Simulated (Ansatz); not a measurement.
The cell is COD entry 9008695, as deposited and not checked against the literature; nothing was relaxed.

An input for PbSe: DFT, PBE, all-electron LAPW, Dirac equation with spin-orbit coupling (Ansatz 0.2.0).

Command: `ansatz run input.yaml --threads 1 --pin off --max-ram 2048MiB --backend cpu --events-out ev --progress --plain --runs-dir out` The run took 2.7 min on 1 thread of AMD EPYC 7R43 64-Core Processor (Zen 3) (shared host), peak memory 0.71 GiB.

```yaml
crystal:
  lattice:
    - [0.0, 3.06215, 3.06215]
    - [3.06215, 0.0, 3.06215]
    - [3.06215, 3.06215, 0.0]
  atoms:
    - { symbol: Pb, position: [0.0, 0.0, 0.0] }
    - { symbol: Se, position: [0.5, 0.5, 0.5] }
kpoints:
  mp_grid: { grid: [9, 9, 9] }
  band_path:
    path:
      - [0.0, 0.0, 0.0]
      - [0.5, 0.0, 0.5]
      - [0.625, 0.25, 0.625]
      - [0.375, 0.375, 0.75]
      - [0.0, 0.0, 0.0]
      - [0.5, 0.5, 0.5]
      - [0.5, 0.25, 0.75]
      - [0.5, 0.0, 0.5]
    npoints: 5
scf:
  occupations: { method: fermi_dirac, width: 0.01 }
hamiltonian:
  xc: pbe
  pseudopotentials: { kind: all_electron, lapw: { basis_error: 0.00025 } }
output:
  forces: true
  stress: true
  eigenvalues: true
magnetization:
  noncollinear: true
  spin_orbit: true
```

The results part of the log:

```
SCF 1 converged in 7 iterations: F = -635468.723396 eV  dr2 = 5.50e-9
NSCF: frozen V_eff on 36 k-points
SCF converged after 7 iterations
Magnetization: |M| = 0.0000 μB,  M = (+0.0000, +0.0000, +0.0000) μB
Absolute magnetization: 0.0000 μB (∫|m|)
  site 0: m = (+0.0000, +0.0000, +0.0000) μB, |m| = 0.0000 μB  (R = 1.61 Å)
  site 1: m = (+0.0000, +0.0000, +0.0000) μB, |m| = 0.0000 μB  (R = 1.45 Å)
Free energy (F): -635468.723396 eV
Harris-Foulkes:  -635468.723396 eV  (|F-HF|=3.38e-9)
Internal energy: -635468.723396 eV  (E = F + TS)
E sigma→0 (E₀):  -635468.723396 eV
Fermi energy:    11.641468 eV
--- Per-component energies (eV) ---
  E_band       = -3855.341034
  E_kinetic    = 729741.569367
  E_xc         = -13015.643363
  E_electrostatic = -1352194.649400  (all electrons and nuclei)
  E_smearing   = -0.000000  (= −TS)
  E_closure    = 0.000000  (closes the sum)
  Σ components = -635468.723396   (vs F -635468.723396, Δ=0.00e0)
  Basis errors (estimates in eV, not in F): energy 1.0e-4 per atom: plane waves 9.0e-5 (4.9e-5 summed), levels above the bands 0.0e0, relativity 6.2e-8, radial functions 1.2e-5, core shells 1.8e-8; eigenvalues (radial functions only) 8.7e-7; not estimated: angular momenta, meshes, grids; target (lapw.basis_error) 2.5e-4; muffin-tin radii Se 1.450 Å, Pb 1.613 Å
--- Forces (eV/Å), atoms counted from 1 ---
  atom   1  Pb    -0.00000000    -0.00000000     0.00000000
  atom   2  Se    -0.00000000     0.00000000    -0.00000000
  max |Σ_I F_I| component: 2.19e-25 eV/Å
--- Stress (GPa, compression-positive) ---
        1.975312      -0.000000      -0.000000
       -0.000000       1.975312      -0.000000
       -0.000000      -0.000000       1.975312
  P = ⅓ Tr σ = 1.9753 GPa (19.753 kbar)
--- Band table (eV; the first three rows and the last of 35) ---
  k-point 0: bands = ["-195.9286", "-195.9286", "-139.3954", "-139.3954", "-133.5239", "-133.5239", "-133.5239", "-133.5239", "-127.3432", "-127.3432", "-118.9814", "-118.9814", "-118.9792", "-118.9792", "-118.9792", "-118.9792", "-113.9511", "-113.9511", "-113.9490", "-113.9490", "-113.9490", "-113.9490", "-113.9477", "-113.9477", "-85.8978", "-85.8978", "-63.5763", "-63.5763", "-63.5763", "-63.5763", "-36.1534", "-36.1534", "-36.1534", "-36.1534", "-35.2600", "-35.2600", "-35.2600", "-35.2600", "-35.2589", "-35.2589", "-6.5042", "-6.5042", "-6.5042", "-6.5042", "-3.9391", "-3.9391", "-3.9381", "-3.9381", "-3.9381", "-3.9381", "-1.9069", "-1.9069", "5.4718", "5.4718", "9.3175", "9.3175", "9.9851", "9.9851", "9.9851", "9.9851", "14.7637", "14.7637", "17.1240", "17.1240", "17.1240", "17.1240", "18.2123", "18.2123", "18.2123", "18.2123", "18.3494", "18.3494"]
  k-point 1: bands = ["-195.9286", "-195.9286", "-139.3954", "-139.3954", "-133.5239", "-133.5239", "-133.5239", "-133.5239", "-127.3432", "-127.3432", "-118.9814", "-118.9814", "-118.9792", "-118.9792", "-118.9792", "-118.9792", "-113.9511", "-113.9511", "-113.9490", "-113.9490", "-113.9490", "-113.9490", "-113.9477", "-113.9477", "-85.8978", "-85.8978", "-63.5763", "-63.5763", "-63.5763", "-63.5763", "-36.1534", "-36.1534", "-36.1534", "-36.1534", "-35.2600", "-35.2600", "-35.2600", "-35.2600", "-35.2589", "-35.2589", "-6.5045", "-6.5045", "-6.5030", "-6.5030", "-3.9411", "-3.9411", "-3.9366", "-3.9366", "-3.9364", "-3.9364", "-1.8156", "-1.8156", "5.1518", "5.1518", "9.4210", "9.4210", "10.0104", "10.0104", "10.1538", "10.1538", "14.3177", "14.3177", "16.1720", "16.1720", "16.4764", "16.4764", "18.0927", "18.0927", "18.5084", "18.5084", "18.5837", "18.5837"]
  k-point 2: bands = ["-195.9286", "-195.9286", "-139.3954", "-139.3954", "-133.5239", "-133.5239", "-133.5239", "-133.5239", "-127.3432", "-127.3432", "-118.9814", "-118.9814", "-118.9792", "-118.9792", "-118.9792", "-118.9792", "-113.9511", "-113.9511", "-113.9490", "-113.9490", "-113.9490", "-113.9490", "-113.9477", "-113.9477", "-85.8978", "-85.8978", "-63.5764", "-63.5764", "-63.5763", "-63.5763", "-36.1534", "-36.1534", "-36.1534", "-36.1534", "-35.2600", "-35.2600", "-35.2600", "-35.2600", "-35.2588", "-35.2588", "-6.5053", "-6.5053", "-6.4999", "-6.4999", "-3.9485", "-3.9485", "-3.9321", "-3.9321", "-3.9303", "-3.9303", "-1.5602", "-1.5602", "4.4143", "4.4143", "9.6180", "9.6180", "10.0860", "10.0860", "10.5673", "10.5673", "13.4033", "13.4033", "14.8558", "14.8558", "15.4149", "15.4149", "18.1572", "18.1572", "19.2162", "19.2162", "19.2484", "19.2484"]
  k-point 34: bands = ["-195.9286", "-195.9286", "-139.3954", "-139.3954", "-133.5239", "-133.5239", "-133.5239", "-133.5239", "-127.3432", "-127.3432", "-118.9814", "-118.9814", "-118.9792", "-118.9792", "-118.9792", "-118.9792", "-113.9511", "-113.9511", "-113.9490", "-113.9490", "-113.9490", "-113.9490", "-113.9477", "-113.9477", "-85.8978", "-85.8978", "-63.5764", "-63.5764", "-63.5764", "-63.5764", "-36.1533", "-36.1533", "-36.1533", "-36.1533", "-35.2600", "-35.2600", "-35.2600", "-35.2600", "-35.2588", "-35.2588", "-6.5114", "-6.5114", "-6.4979", "-6.4979", "-4.0099", "-4.0099", "-3.9345", "-3.9345", "-3.9100", "-3.9100", "-0.4980", "-0.4980", "3.7581", "3.7581", "7.4289", "7.4289", "7.6806", "7.6806", "10.7712", "10.7712", "13.4456", "13.4456", "16.3860", "16.3860", "16.6821", "16.6821", "18.9057", "18.9057", "19.9311", "19.9311", "23.5260", "23.5260"]
```
